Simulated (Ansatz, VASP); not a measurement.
# Hf: VASP beside Ansatz

The input INCAR:

```
PREC = Accurate
ENCUT = 520
EDIFF = 1E-6
ISMEAR = 0
SIGMA = 0.1
LREAL = F
LASPH = T
NELM = 60
ALGO = Normal
ISIF = 2
LWAVE = F
LCHARG = F
GGA = PS
NBANDS = 11
```

File KPOINTS:

```
regular mesh
0
Gamma
  16 16 16
```

POSCAR

```
Hf
1.0
    0.0000000000      2.3098434000      2.3098434000
    2.3098434000      0.0000000000      2.3098434000
    2.3098434000      2.3098434000      0.0000000000
Hf
1
Direct
    0.0000000000      0.0000000000      0.0000000000
```

Input for Ansatz:

```yaml
crystal:
  lattice:
    - [0.0, 2.3098434, 2.3098434]
    - [2.3098434, 0.0, 2.3098434]
    - [2.3098434, 2.3098434, 0.0]
  atoms:
    - { symbol: Hf, position: [0.0, 0.0, 0.0] }
basis:
  ecutwfc: 420
kpoints:
  mp_grid: { grid: [16, 16, 16] }
hamiltonian:
  xc: pbesol
scf:
  occupations: { method: gaussian, width: 0.1 }
output:
  forces: true
  stress: true
  eigenvalues: true
```

Alike in both runs: task single point; functional PBEsol; k mesh 16 × 16 × 16; occupations gaussian, width 0.1 eV; no spin polarisation.

|  | VASP | Ansatz |
| --- | --- | --- |
| version | VASP 6.6.1 | Ansatz 0.2.0 |
| potentials or method | VASP PAW PBE potentials, release 64 (Hf_pv) | scalar-relativistic, plane waves, PAW |
| plane-wave cutoff (eV) | 520 | 420 |
| valence electrons in the cell | 10 | 26 |

VASP gave:

- gap on the k mesh at the Fermi level (eV): none
- pressure (GPa): -11.8

Estimate Ansatz's values.

gap on the k mesh at the Fermi level (eV): none; pressure (GPa): -11.4.

A gap of «none» marks a metal or a gap that the smearing closes. With one functional, cell and mesh, what is left measures potentials, basis and numerics. The two sets of potentials don't hold the same shells in valence.

Caveats: the PAW data sets were made with another functional, which shifts forces and pressure a little (VASP). The runs have no spin-orbit coupling, so splittings on Hf are missing.
